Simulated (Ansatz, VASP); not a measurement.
Given: the input of a run of VASP 6.6.1 on NaCl.

INCAR

```
SYSTEM = NaCl
  PREC = Accurate
  ENCUT = 520
  EDIFF = 1E-7
  ISMEAR = -1
  SIGMA = 0.05
  LREAL = .FALSE.
  LASPH = .TRUE.
  NELM = 80
  ALGO = Normal
  ISIF = 2
  LWAVE = .FALSE.
  LCHARG = .TRUE.
  GGA = CA
  LELF = .TRUE.
  LVHAR = .TRUE.
  NBANDS = 14
```

The input KPOINTS:

```
regular mesh
0
G
  8 8 8
  0 0 0
```

POSCAR

```
NaCl
1.0
    3.5482767325      0.0000000000      0.0000000000
    0.0000000000      3.5482767325      0.0000000000
    0.0000000000      0.0000000000      3.5482767325
Cl Na
1 1
Direct
    0.5000000000      0.5000000000      0.5000000000
    0.0000000000      0.0000000000      0.0000000000
```

Potentials or basis: VASP PAW LDA potentials, release 64 (Cl, Na_pv).

Run with:

```console
$ cat potpaw_LDA.64/Cl/POTCAR potpaw_LDA.64/Na_pv/POTCAR > POTCAR
$ mpirun -np 1 vasp_std > vasp.out
```

Q: Set up the same calculation for Ansatz 0.2.0. Potentials there: Ansatz PAW.

A: As run (the cutoff follows the program's own potentials):

The input input.yaml:

```yaml
crystal:
  lattice:
    - [3.5482767325, 0.0, 0.0]
    - [0.0, 3.5482767325, 0.0]
    - [0.0, 0.0, 3.5482767325]
  atoms:
    - { symbol: Cl, position: [0.5, 0.5, 0.5] }
    - { symbol: Na, position: [0.0, 0.0, 0.0] }
hamiltonian:
  xc: lda
  pseudopotentials: { kind: paw }
kpoints:
  mp_grid: { grid: [8, 8, 8] }
scf:
  occupations: { method: fermi_dirac, width: 0.05 }
output:
  forces: true
  stress: true
  eigenvalues: true
```

Potentials or basis: Ansatz PAW.

Launch:

```sh
$ ansatz run input.yaml --threads 1 --pin off --max-ram 3584MiB --backend cpu --events-out ev --progress --plain --runs-dir out
```

Both were run:

|  | VASP | Ansatz | Ansatz less VASP |
| --- | --- | --- | --- |
| gap on the k mesh at the Fermi level (eV) | 3.49 | 3.48 | -0.006 |
| least direct gap on the mesh (eV) | 3.97 | 3.96 | -0.007 |
| pressure (GPa) | -3.8 | -3.8 | +0.04 |

The two sets of potentials don't hold the same shells in valence.

Caveats: the PAW data sets come from PBE, with cores solved anew for the run's functional, which leaves a small shift of forces and pressure (Ansatz). A k mesh can miss the band edges.
